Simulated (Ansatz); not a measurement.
**PbS: independent-particle optics**

How does PbS absorb light if electrons and holes don't interact? Plan: HSE06 for the gap; optics with PBE on 6×6×4; optics with r2SCAN on 6×6×4; optics with PBE and scissors to the HSE06 gap on 6×6×4.

Method: plane waves, PAW; no local fields, no excitons, in Ansatz 0.2.0.

1 further run of the same task is left out (it didn't finish).

**1. Starting point**

It takes space group I4/mmm (No. 139, tetragonal). The conventional cell has a = 4.199 Å, b = 4.199 Å, c = 5.955 Å, α = 90.00°, β = 90.00°, γ = 90.00°. Pb (site symmetry 4/mmm) is surrounded by 6 S at 2.97 to 2.98 Å. S (site symmetry 4/mmm) has 6 Pb at 2.97 to 2.98 Å as nearest neighbours.

Structure file:

```cif
data_structure
_symmetry_space_group_name_H-M 'I4/mmm'
_symmetry_Int_Tables_number 139
_cell_length_a 4.1985
_cell_length_b 4.1985
_cell_length_c 5.9548
_cell_angle_alpha 90.000
_cell_angle_beta 90.000
_cell_angle_gamma 90.000
_cell_volume 104.97
loop_
_atom_site_label
_atom_site_type_symbol
_atom_site_symmetry_multiplicity
_atom_site_Wyckoff_symbol
_atom_site_fract_x
_atom_site_fract_y
_atom_site_fract_z
_atom_site_occupancy
Pb1 Pb 2 b 0.50000 0.50000 0.00000 1
S1 S 2 a 0.00000 0.00000 0.00000 1
```

Cell and atoms come from an earlier r2SCAN+rVV10 relaxation. No run includes spin-orbit coupling, which matters for Pb.

**2. HSE06 levels at special points**

input.yaml

```yaml
crystal:
  lattice:
    - [2.9546766125, -2.9689065328, 0.2885572983]
    - [2.9546766125, 2.9689065328, 0.2885572983]
    - [-0.5836033582, 0.0, 5.9261748063]
  atoms:
    - { symbol: Pb, position: [0.749984829, 0.749984829, 0.7500022824] }
    - { symbol: Pb, position: [0.250015171, 0.250015171, 0.2499977176] }
    - { symbol: S, position: [0.2500755424, 0.2500755424, 0.750027957] }
    - { symbol: S, position: [0.7499244576, 0.7499244576, 0.249972043] }
kpoints:
  mp_grid: { grid: [4, 4, 2] }
  band_path:
    path:
      - [0.0, 0.0, 0.0]
      - [0.0, 0.0, 0.5]
      - [-0.4998273751, 0.4998273751, 0.5]
      - [-0.5, 0.5, 0.0]
      - [-0.5, 0.0, 0.5]
      - [-0.5, 0.0, 0.0]
      - [0.0, 0.5, 0.5]
    npoints: 1
hamiltonian:
  xc: hse06
scf:
  occupations: { method: fixed }
  n_extra_bands: 5
output:
  forces: true
  stress: true
  eigenvalues: true
```

The run is started by

```sh
ansatz run input.yaml --threads 4 --pin off --max-ram 3686MiB --backend cpu --events-out ev --progress --plain --runs-dir out
```

Further steps of the session: Optics, PBE; Optics, r2SCAN; Optics, PBE with a scissors shift.

**Question.** What will the summary of the whole plan be? Wanted: ε∞, PBE; ε∞, r2SCAN; tallest peak of ε₂, PBE; tallest peak of ε₂, r2SCAN; HSE06 direct gap.

The runs gave:

| quantity | value |
| --- | --- |
| ε∞, PBE | 17.68 (xx, yy), 17.57 (zz) |
| ε∞, r2SCAN | 14.37 (xx, yy), 14.26 (zz) |
| ε∞, PBE + 0.46 eV scissors | 15.12 (xx, yy), 15.03 (zz) |
| tallest peak of ε₂, PBE | 37.9 at 3.00 eV |
| tallest peak of ε₂, r2SCAN | 32.6 at 3.40 eV |
| tallest peak of ε₂, PBE + 0.46 eV scissors | 37.8 at 3.45 eV |
| HSE06 direct gap | 0.83 eV |

**Reading.** PBE + 0.46 eV scissors has the widest direct gap (0.83 eV) and PBE the narrowest (0.37 eV); ε∞ is 15.08 and 17.64 (mean of the axes). With a direct gap of only 0.37 eV, ε∞ hangs on the few k points next to it, so this mesh fixes it only roughly. The response is anisotropic: with PBE ε∞ is 17.68 (xx, yy), 17.57 (zz). Local fields and excitons are left out: both change ε∞, and without excitons the onset lacks its lines.
